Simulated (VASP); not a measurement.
## Al: relaxation of the atoms with RPBE+D4

The system is Al, a slab with vacuum.

```
CELL_PARAMETERS angstrom
2.82708 0.00000 0.00000
-1.41354 2.44832 0.00000
0.00000 0.00000 26.48249
ATOMIC_POSITIONS crystal
Al 0.66667 0.33333 0.28321
Al 0.00000 0.00000 0.36992
Al 0.33333 0.66667 0.45664
Al 0.00000 0.00000 0.54336
Al 0.66667 0.33333 0.63008
Al 0.00000 0.00000 0.71679
```

The slab is cut from a database's or a generator's crystal, which needn't be the stable form of the element.

| Item | Value |
| --- | --- |
| Program | VASP 6.6.1 |
| Task | relaxation of the atoms |
| Functional | RPBE |
| Dispersion | D4 |
| Potentials or basis | VASP PAW PBE potentials, release 64 (Al) |
| Cutoff | 520 eV |
| k mesh | 8 × 8 × 1 |
| Occupations | fermi-dirac, width 0.05 eV |
| Spin | no spin polarisation |
| Dipole correction | yes |
| Atoms held fixed (from 0) | [0, 1, 2] |
| Further INCAR settings | ALGO = Normal; EDIFF = 1e-07; IBRION = 2; EDIFFG = -0.01; NSW = 40 |

The energy gained by relaxing is 1.0 meV/atom, the ionic steps are 11 and the band gap on the k mesh is none (metal or under the smearing width). The dispersion energy per atom is -0.590 eV.

Step by step:
| step | energy change (eV) | largest force (eV/Å) | pressure (GPa) |
| --- | --- | --- | --- |
| 1 | 0.0000 | 0.1861 | -1.25 |
| 2 | -0.0033 | 0.1408 | -1.27 |
| 3 | -0.0047 | 0.1156 | -1.29 |
| 4 | -0.0047 | 0.1120 | -1.29 |
| 5 | -0.0049 | 0.1116 | -1.30 |
| 6 | -0.0054 | 0.1108 | -1.34 |
| 7 | -0.0058 | 0.1092 | -1.40 |
| 8 | -0.0060 | 0.1084 | -1.41 |
| 9 | -0.0063 | 0.1075 | -1.44 |
| 10 | -0.0063 | 0.1075 | -1.44 |
| 11 | -0.0063 | 0.1078 | -1.45 |

Final structure:
```yaml
crystal:
  lattice:
    - [2.82708, 0.00000, 0.00000]
    - [-1.41354, 2.44832, 0.00000]
    - [0.00000, 0.00000, 26.48249]
  atoms:
    - { symbol: Al, position: [0.66667, 0.33333, 0.28321] }
    - { symbol: Al, position: [0.00000, 0.00000, 0.36992] }
    - { symbol: Al, position: [0.33333, 0.66667, 0.45664] }
    - { symbol: Al, position: [0.00000, 0.00000, 0.54486] }
    - { symbol: Al, position: [0.66667, 0.33333, 0.63091] }
    - { symbol: Al, position: [0.00000, 0.00000, 0.71930] }
```

Levels at points of the mesh, in eV from the Fermi level:
| k point | band 5 | band 6 | band 7 | band 8 | band 9 | band 10 | band 11 | band 12 | band 13 |
| --- | --- | --- | --- | --- | --- | --- | --- | --- | --- |
| (0.00, 0.00, 0.00) | -7.40 | -5.66 | -3.97 | -1.81 | 0.33 | 2.21 | 3.26 | 4.17 | 4.45 |
| (0.50, 0.00, 0.00) | -4.04 | -3.99 | -2.86 | -2.77 | -1.61 | -1.18 | 0.24 | 0.42 | 1.67 |

It took 4.2 min on 1 thread of Intel(R) Xeon(R) Platinum 8259CL CPU @ 2.50GHz (Skylake/Cascade Lake), on a shared host, peak memory 0.32 GiB.

Caveat: the PAW data sets were made with another functional, which shifts forces and pressure a little.
